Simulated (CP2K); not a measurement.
The system is TaN.

```
CELL_PARAMETERS angstrom
5.51034 0.00000 0.00000
-2.53023 4.31421 0.00000
-0.66359 0.46453 2.79611
ATOMIC_POSITIONS crystal
Ta 0.33419 0.66670 0.49934
Ta 0.66628 0.33385 0.50213
Ta 0.99708 0.99648 0.99916
N 0.39061 0.99966 0.99680
N 0.60955 0.60773 0.99838
N 0.00229 0.39559 0.00419
```

Base run:

* Program: CP2K 2026.2
* Functional: TPSS
* Potentials or basis: POTENTIAL_UZH Ta GTH-PBE-q13, N GTH-PBE-q5; DZVP-MOLOPT-PBE-GTH basis
* Density cutoff: 9184 eV
* k mesh: 6 × 6 × 9
* Occupations: fermi-dirac, width 0.05 eV
* Spin: no spin polarisation

Its results: band gap on the k mesh none (metal or under the smearing width); pressure 32.3 GPa; largest force 3.950 eV/Å.

Q: The run is repeated on the same cell with these changes: functional from TPSS to LDA. What comes out?

A: Band gap on the k mesh none (metal or under the smearing width); pressure 22.0 GPa; largest force 3.842 eV/Å.

Caveats: the potentials were made for another functional, which shifts forces and pressure; spin-orbit coupling is left out, which moves the levels of the heavy elements; the basis of atomic orbitals isn't converged, which shifts pressures, moduli and gaps; a pressure of tens of GPa on the cell as given is suspect, and the run, the potentials or the cell itself is likely at fault (some runs).
